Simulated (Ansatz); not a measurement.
Crystal: CoO.

```
Co O
1.0
     1.60222    0.92504    2.56647
    -1.60222    0.92504    2.56647
     0.00000   -1.85008    2.56647
Co O
1 1
Direct
  0.99898 0.99898 0.99898
  0.75102 0.75102 0.75102
```

Measurements of this composition are mostly on another form, of space group No. 225.

Base run:

```yaml
Program: Ansatz 0.2.0
Functional: PBEsol
Potentials_or_basis: Ansatz PAW
Cutoff: "420 eV (not typed: the program's choice for these potentials)"
k_mesh: 10 × 10 × 10
Occupations: fermi-dirac, width 0.05 eV
Spin: collinear spin, ferromagnetic start
Starting_moments: "[2.0, 0.0] μB"
Hubbard_terms: Co d U = 4 eV
```

Its results: band gap on the k mesh 0.30 eV, direct; pressure 8.0 GPa; net moment 3.00 μB per cell; site moments Co +2.42; O +0.21 μB; largest force 0.432 eV/Å.

**Question.** The run is repeated on the same cell with these changes: hubbard terms from Co d U = 4 eV to Co d U = 2 eV. What comes out?

**Answer.** Band gap on the k mesh none (metal or under the smearing width); pressure 3.0 GPa; net moment 2.97 μB per cell; site moments Co +2.35; O +0.27 μB; largest force 0.364 eV/Å.

Caveats: the magnetic or orbital state may not be the lowest; a cell with one magnetic atom can't hold antiferromagnetic order, which such compounds often take; the PAW data sets come from PBE, with cores solved anew for the run's functional, which leaves a small shift of forces and pressure.

